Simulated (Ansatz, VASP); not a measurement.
One calculation of SrO, two programs

```
Sr O
1.0
     0.00000    2.53234    2.53234
     2.53234    0.00000    2.53234
     2.53234    2.53234    0.00000
Sr O
1 1
Direct
  0.00000 0.00000 0.00000
  0.50000 0.50000 0.50000
```

Alike in both runs: task single point; functional LDA; k mesh 6 × 6 × 6; no spin polarisation.

```csv
,VASP,Ansatz
version,VASP 6.6.1,Ansatz 0.2.0
potentials or method,"VASP PAW LDA potentials, release 64 (Sr_sv, O)","scalar-relativistic, plane waves, PAW"
plane-wave cutoff (eV),520,420
occupations,"gaussian, width 0.01 eV",fixed
valence electrons in the cell,16,16
```

|  | VASP | Ansatz | Ansatz less VASP |
| --- | --- | --- | --- |
| gap on the k mesh at the Fermi level (eV) | 3.06 | 3.12 | +0.064 |
| least direct gap on the mesh (eV) | 3.11 | 3.16 | +0.054 |
| pressure (GPa) | 0.8 | 0.0 | -0.82 |

Ansatz warned: «pseudo_functional_mismatch».

A k mesh can miss the band edges. As with any semilocal functional, this LDA gap is likely too small.
